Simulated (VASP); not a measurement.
## VASP 6.6.1 run: ZnS

INCAR

```
NELM = 120
LMAXMIX = 4
LCHARG = .FALSE.
AMIX = 0.2
EDIFF = 1E-7
ALGO = Normal
LDAUTYPE = 2
LDAU = .TRUE.
LASPH = .TRUE.
LDAUL = 2 -1
NBANDS = 16
LDAUU = 4.0 0
ISIF = 2
PREC = Accurate
SIGMA = 0.01
ENCUT = 520
ISMEAR = 0
LWAVE = .FALSE.
NSW = 0
BMIX = 0.0001
LDAUJ = 0 0
ISYM = -1
METAGGA = R2SCAN
LREAL = .FALSE.
IBRION = -1
```

KPOINTS

```
KPOINTS created by Atomic Simulation Environment
0
Gamma
4 4 4
0 0 0
```

POSCAR

```
Zn S
 1.0000000000000000
     0.0000000000000000    2.6940858315445904    2.6940858315445904
     2.6940858315445904    0.0000000000000000    2.6940858315445904
     2.6940858315445904    2.6940858315445904    0.0000000000000000
 Zn  S
   1   1
Cartesian
  0.0000000000000000  0.0000000000000000  0.0000000000000000
  1.3470429157722950  1.3470429157722950  1.3470429157722950
```

The recommended PBE PAW datasets give the neutral cell 18 valence electrons.

Command

```
mpirun -np 1 vasp_std
```

OSZICAR

```
N       E                     dE             d eps       ncg     rms          rms(c)
DAV:   1     0.761258144545E+02    0.76126E+02   -0.92492E+03  2064   0.139E+03
DAV:   2    -0.154023222528E+02   -0.91528E+02   -0.85497E+02  2408   0.271E+02
DAV:   3    -0.215164025583E+02   -0.61141E+01   -0.60970E+01  2560   0.693E+01
DAV:   4    -0.215732316881E+02   -0.56829E-01   -0.56820E-01  2568   0.695E+00
DAV:   5    -0.215737441023E+02   -0.51241E-03   -0.51241E-03  2552   0.578E-01    0.798E+00
DAV:   6    -0.186185506746E+02    0.29552E+01   -0.72468E-01  2120   0.188E+01    0.781E+00
DAV:   7    -0.185527237763E+02    0.65827E-01   -0.23505E-01  2504   0.378E+00    0.575E+00
DAV:   8    -0.185710449386E+02   -0.18321E-01   -0.91500E-02  2432   0.241E+00    0.297E+00
DAV:   9    -0.185785801998E+02   -0.75353E-02   -0.73021E-03  2744   0.110E+00    0.294E-01
DAV:  10    -0.185773154132E+02    0.12648E-02   -0.30712E-03  2432   0.474E-01    0.789E-02
DAV:  11    -0.185773166004E+02   -0.11872E-05   -0.16338E-04  2600   0.211E-01    0.712E-02
DAV:  12    -0.185773236417E+02   -0.70412E-05   -0.30439E-05  2408   0.942E-02    0.511E-02
DAV:  13    -0.185773233098E+02    0.33185E-06   -0.87557E-05  2528   0.136E-01    0.609E-02
DAV:  14    -0.185773290718E+02   -0.57620E-05   -0.10416E-05  2416   0.567E-02    0.169E-02
DAV:  15    -0.185773283594E+02    0.71236E-06   -0.11579E-06  2448   0.108E-02    0.146E-02
DAV:  16    -0.185773280895E+02    0.26995E-06   -0.54372E-09  1672   0.698E-04    0.135E-02
DAV:  17    -0.185773253288E+02    0.27607E-05   -0.19492E-07  1584   0.859E-03    0.159E-03
DAV:  18    -0.185773245314E+02    0.79742E-06   -0.61448E-08  1032   0.490E-03    0.292E-03
DAV:  19    -0.185773246018E+02   -0.70431E-07   -0.95196E-09  1024   0.865E-04
   1 F= -.18577325E+02 E0= -.18577325E+02  d E =-.175111E-85
```

Standard output (part)

```
POSCAR found type information on POSCAR ZnS
 POSCAR found :  2 types and       2 ions
 LDA part: xc-table for (None), standard interpolation
 POSCAR, INCAR and KPOINTS ok, starting setup
 WAVECAR not read
 entering main loop
```

From OUTCAR

```
k-points           NKPTS =     64   k-points in BZ     NKDIM =     64   number of bands    NBANDS=     16

   NELECT =      18.0000    total number of electrons

   dimension x,y,z NGX =    28 NGY =   28 NGZ =   28
   dimension x,y,z NGXF=    56 NGYF=   56 NGZF=   56

  energy-cutoff  :      520.00
  volume of cell :       39.11
      direct lattice vectors                 reciprocal lattice vectors
     0.000000000  2.694085832  2.694085832    -0.185591711  0.185591711  0.185591711
     2.694085832  0.000000000  2.694085832     0.185591711 -0.185591711  0.185591711
     2.694085832  2.694085832  0.000000000     0.185591711  0.185591711 -0.185591711

 k-points in reciprocal lattice and weights: KPOINTS created by Atomic Simulation Env
   0.00000000  0.00000000  0.00000000       0.016
   0.25000000  0.00000000  0.00000000       0.016
   0.50000000  0.00000000  0.00000000       0.016
  -0.25000000  0.00000000  0.00000000       0.016
   0.00000000  0.25000000  0.00000000       0.016
   0.25000000  0.25000000  0.00000000       0.016
   0.50000000  0.25000000  0.00000000       0.016
  -0.25000000  0.25000000  0.00000000       0.016
   ...

 E-fermi :   1.8342

 k-point     1 :       0.0000    0.0000    0.0000
  band No.  band energies     occupation
      1     -11.7870      2.00000
      2      -6.1579      2.00000
      3      -6.1579      2.00000
      4      -6.1578      2.00000
      5      -5.6792      2.00000
      6      -5.6792      2.00000
      7       1.6967      2.00000
      8       1.6967      2.00000
      9       1.6967      2.00000
     10       4.6880      0.00000
     11       8.8711      0.00000
     12       8.8714      0.00000
     13       8.8714      0.00000
     14      13.9144      0.00000
     15      13.9144      0.00000
     16      14.5340      0.00000

 k-point     2 :       0.2500    0.0000    0.0000
  band No.  band energies     occupation
      1     -11.3787      2.00000
      2      -6.0959      2.00000
      3      -6.0959      2.00000
      4      -6.0086      2.00000
      5      -5.6792      2.00000
      6      -5.6792      2.00000
      7      -1.1613      2.00000
      8       1.2555      2.00000
      9       1.2555      2.00000
     10       6.0057      0.00000
     11       9.3989      0.00000
     12       9.4604      0.00000
     13       9.4606      0.00000
     14      13.1744      0.00000
     15      13.1744      0.00000
     16      14.6493      0.00000

 k-point     3 :       0.5000    0.0000    0.0000
  band No.  band energies     occupation
      1     -10.9111      2.00000
      2      -6.0472      2.00000
      3      -6.0472      2.00000
      4      -5.6616      2.00000
      5      -5.6615      2.00000
      6      -5.4573      2.00000
      7      -3.5027      2.00000
      8       0.8811      2.00000
      9       0.8811      2.00000
     10       5.7728      0.00000
     11       9.2386      0.00000
     12       9.2388      0.00000
     13      11.2897      0.00000
     14      14.8307      0.00000
     15      15.8777      0.00000
     16      15.8777      0.00000

 ...

  Total       -0.2464341     -0.2464357     -0.2464438     -0.0008545     -0.0008381     -0.0008538
  in kB      -10.0959490    -10.0960153    -10.0963457     -0.0350068     -0.0343359     -0.0349794
  external PRESSURE =     -10.0961034 kB  Pullay stress =       0.0000000 kB

 POSITION                                       TOTAL-FORCE (eV/Angst)
 -----------------------------------------------------------------------------------
      0.00000      0.00000      0.00000         0.000222      0.000225      0.000226
      1.34704      1.34704      1.34704        -0.000222     -0.000225     -0.000226
 -----------------------------------------------------------------------------------
    total drift:                               -0.000174     -0.000173     -0.000173

  FREE ENERGIE OF THE ION-ELECTRON SYSTEM (eV)
  ---------------------------------------------------
  free  energy   TOTEN  =       -18.5773246018 eV

  energy  without entropy=      -18.5773246018  energy(sigma->0) =      -18.57732460
```

It converged. Results: gap between bands v and c on the k mesh 2.99 eV; least direct gap on the k mesh 2.99 eV; pressure -1.0 GPa. Band v is the last that the valence electrons fill when counted band by band, and c is the next.

For comparison, a separate r²SCAN run of the intended cell, on usual settings and not on those above, gives a gap of 2.72 eV on its mesh and a pressure of 0.1 GPa.

The run above took about 2.4 min on one core of a shared host (Intel Xeon Platinum 8488C) and held 0.19 GiB at most.
